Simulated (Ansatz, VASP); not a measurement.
Sr: VASP beside Ansatz

```
CELL_PARAMETERS angstrom
0.00000 3.01914 3.01914
3.01914 0.00000 3.01914
3.01914 3.01914 0.00000
ATOMIC_POSITIONS crystal
Sr 0.00000 0.00000 0.00000
```

Alike in both runs: task single point; functional PBE; k mesh 9 × 9 × 9; no spin polarisation.

|  | VASP | Ansatz |
| --- | --- | --- |
| version | VASP 6.6.1 | Ansatz 0.2.0 |
| potentials or method | VASP PAW PBE potentials, release 64 (Sr_sv) | plane waves (420 eV) with PAW, scalar-relativistic |
| plane-wave cutoff (eV) | 520 | 420 |
| occupations | methfessel-paxton of order 1, width 0.2 eV | cold, width 0.2 eV |
| valence electrons in the cell | 10 | 10 |

```csv
,VASP,Ansatz,Ansatz less VASP
pressure (GPa),0.0,0.0,0.00
```
